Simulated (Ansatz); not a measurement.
## Ta, one cell by several methods

```
Ta
1.0
     0.00000    3.05330    3.05330
     3.05330    0.00000    3.05330
     3.05330    3.05330    0.00000
Ta
2
Direct
  0.00000 0.00000 0.00000
  0.25000 0.25000 0.25000
```

Atom numbers follow the list: Ta1, Ta2.

The cell was built from the diamond type and relaxed in the same program, and has space group Fd-3m; it needn't be a known or the stable phase.

Spin–orbit coupling is left out, though it moves levels of the heavy atoms by tenths of an eV or more.

Levels of theory: DFT, PBE, PAW with Ansatz's default frozen-core files, scalar-relativistic (Ansatz 0.2.0); DFT, PBE, all-electron PAW with datasets made for the crystal, scalar-relativistic (Ansatz 0.2.0); DFT, PBE, all-electron LAPW, scalar-relativistic (Ansatz 0.2.0).

For PAW: a Γ-centred 9×9×9 k mesh, Fermi–Dirac smearing of 0.03 eV, cutoff 420 eV, no spin polarisation. The crystal-made all-electron datasets (AE datasets) take a cutoff of 260 eV at this cell. LAPW targets a basis error of 0.25 meV/atom. The Ansatz runs share mesh, smearing and spin set-up. Plane-wave (PAW) pressures include the program's estimate of the Pulay term.

Stress and pressure are positive in compression.

Levels count from the Fermi level.

```json
{"quantity": "pressure (GPa)", "PAW": "-0.02", "AE datasets": "-0.08", "LAPW": "-0.09"}
{"quantity": "highest filled level at L (eV)", "PAW": "-0.149", "AE datasets": "-0.147", "LAPW": "-0.147"}
{"quantity": "highest filled level at U (eV)", "PAW": "-0.641", "AE datasets": "-0.640", "LAPW": "-0.640"}
{"quantity": "lowest empty level at U (eV)", "PAW": "0.962", "AE datasets": "0.961", "LAPW": "0.961"}
{"quantity": "highest filled level at X (eV)", "PAW": "-0.234", "AE datasets": "-0.234", "LAPW": "-0.234"}
{"quantity": "lowest empty level at X (eV)", "PAW": "1.811", "AE datasets": "1.809", "LAPW": "1.809"}
```

PAW's pressure differs from the LAPW value by +0.06 GPa.
